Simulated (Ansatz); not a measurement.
# Mg: pressure up to the limit of the methods

An exercise on one series of results from a longer session: the logs are not shown, and one member is left open.

Program: Ansatz 0.2.0. Level of theory: DFT PBE, with the methods named in each step. These are calculated values, not measurements.

2 further runs of the same task are left out: 1 that didn't finish, 1 set aside as unsound or not needed.

## The starting structure

The structure is hexagonal, space group P6/mmm (No. 191). Conventional cell: a = 5.042 Å, b = 5.042 Å, c = 3.126 Å, α = 90.00°, β = 90.00°, γ = 120.00°. Around Mg (site symmetry 6/mmm) lie 14 Mg at 3.13 to 3.30 Å. Around Mg (site symmetry -6m2) lie 11 Mg at 2.91 to 3.30 Å.

Structure file:

```xyz
3
Lattice="5.0416 0.0000 0.0000 -2.5208 4.3662 0.0000 0.0000 0.0000 3.1258" Properties=species:S:1:pos:R:3 pbc="T T T"
Mg    0.0000    0.0000    0.0000
Mg    0.0000    2.9108    1.5629
Mg    2.5208    1.4554    1.5629
```

Whether this phase is the stable one at these pressures isn't tested.

Atoms are numbered in the order of the input: Mg1, Mg2, Mg3.

The first run:

The input, input.yaml:

```yaml
crystal:
  lattice:
    - [5.0416443299, 0.0, 0.0]
    - [-2.520822165, 4.3661920665, 0.0]
    - [0.0, 0.0, 3.1258194845]
  atoms:
    - { symbol: Mg, position: [0.0, 0.0, 0.0] }
    - { symbol: Mg, position: [0.3333333333, 0.6666666667, 0.5] }
    - { symbol: Mg, position: [0.6666666667, 0.3333333333, 0.5] }
kpoints:
  mp_grid: { grid: [7, 7, 10] }
scf:
  occupations: { method: fermi_dirac, width: 0.08 }
hamiltonian:
  xc: pbe
  pseudopotentials: { kind: paw }
output:
  forces: true
  stress: true
  write_density: true
  write_potential: true
  elf: true
  volumetric_format: npy
relax:
  f_tol: 0.005
  max_steps: 40
  cell: {}
```

Launch:

```console
ansatz run input.yaml --threads 1 --pin off --max-ram 3072MiB --backend cpu --events-out ev --progress --plain --runs-dir out
```

Among the steps run: Cell relaxed at zero pressure, PAW; Volume scaled by 1, PAW; Volume scaled by 1, PAW (cutoff 250 eV); Shape and atoms relaxed at 0.84 of the volume, PAW; Volume scaled by 0.84, PAW; Shape and atoms relaxed at 0.68 of the volume, PAW; Volume scaled by 0.68, PAW; Shape and atoms relaxed at 0.52 of the volume, PAW; Volume scaled by 0.52, PAW; Shape and atoms relaxed at 0.45 of the volume, PAW; Volume scaled by 0.45, PAW; Volume scaled by 0.45, PAW (core large).

One table of the session follows, with a row left open; its other results are not shown here.

 The rows PAW, 0.45 and PAW (core large), 0.45 agree to the last digit and may rest on the same set-up.

```
             method  volume over the first  volume (Å³/atom)  pressure (GPa)
                PAW                      1            23.290            0.01
                PAW                   0.84                 ?               ?
                PAW                   0.68            15.837           27.82
                PAW                   0.52            12.111           78.84
                PAW                   0.45            10.481          126.71
   PAW (core large)                   0.45            10.481          126.71
PAW (cutoff 250 eV)                      1            23.290            0.04
```

**Question.** Estimate the row for PAW, 0.84.

As computed: volume (Å³/atom): 19.564; pressure (GPa): 8.34. In the column «volume (Å³/atom)» it lies between PAW, 0.68 (15.837) and PAW, 1 (23.290).

To keep in mind: Warnings in the runs' records: cutoff below recommended, datasets by core.
